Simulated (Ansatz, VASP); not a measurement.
# Two plane-wave programs on PbS

Contents of INCAR:

```
SYSTEM = PbS
ALGO = Normal ; EDIFF = 1E-6
ENCUT = 520 ; GGA = PE
ISIF = 2 ; ISMEAR = 0
IVDW = 12 ; LASPH = .TRUE.
LCHARG = .FALSE. ; LREAL = .FALSE.
LWAVE = .FALSE. ; NBANDS = 28
NELM = 100 ; PREC = Accurate
SIGMA = 0.1
```

File KPOINTS:

```
k-points
0
G
  4 4 1
  0 0 0
```

POSCAR

```
PbS
1.0
    2.9828237909     -2.9853071100      0.0000000000
    2.9828237909      2.9853071100      0.0000000000
   -2.0983282922      0.0000000000     22.2066715542
Pb S
2 2
Direct
    0.7325607200      0.7221167300      0.9356984400
    0.2778832700      0.2674392800      0.0643015600
    0.2459456800      0.2157896700      0.9443729600
    0.7842103300      0.7540543200      0.0556270400
```

Input for Ansatz:

```yaml
crystal:
  lattice:
    - [2.9828237909, -2.98530711, 0.0]
    - [2.9828237909, 2.98530711, 0.0]
    - [-2.0983282922, 0.0, 22.2066715542]
  atoms:
    - { symbol: Pb, position: [0.73256072, 0.72211673, 0.93569844] }
    - { symbol: Pb, position: [0.27788327, 0.26743928, 0.06430156] }
    - { symbol: S, position: [0.24594568, 0.21578967, 0.94437296] }
    - { symbol: S, position: [0.78421033, 0.75405432, 0.05562704] }
basis:
  ecutwfc: 420
kpoints:
  mp_grid: { grid: [4, 4, 1] }
hamiltonian:
  xc: pbe
  dispersion: d3bj
scf:
  occupations: { method: gaussian, width: 0.1 }
output:
  forces: true
  stress: true
  eigenvalues: true
```

Alike in both runs: task single point; functional PBE; dispersion D3(BJ); k mesh 4 × 4 × 1; occupations gaussian, width 0.1 eV; no spin polarisation.

|  | VASP | Ansatz |
| --- | --- | --- |
| version | VASP 6.6.1 | Ansatz 0.2.0 |
| potentials or method | VASP PAW PBE potentials, release 64 (Pb_d, S) | scalar-relativistic, plane waves, PAW |
| plane-wave cutoff (eV) | 520 | 420 |
| valence electrons in the cell | 40 | 40 |

|  | VASP | Ansatz | Ansatz less VASP |
| --- | --- | --- | --- |
| gap on the k mesh at the Fermi level (eV) | 2.15 | 2.15 | 0.000 |
| least direct gap on the mesh (eV) | 2.17 | 2.17 | -0.001 |
| rms of the force components (eV/Å) | 0.024 | 0.025 | +0.0012 |

Atom by atom the forces differ by 0.003 eV/Å (rms over components). With one functional, cell and mesh, what is left measures potentials, basis and numerics.

Caveats: spin-orbit coupling is left out, which as a rule narrows the gap of such compounds by several tenths of an eV.
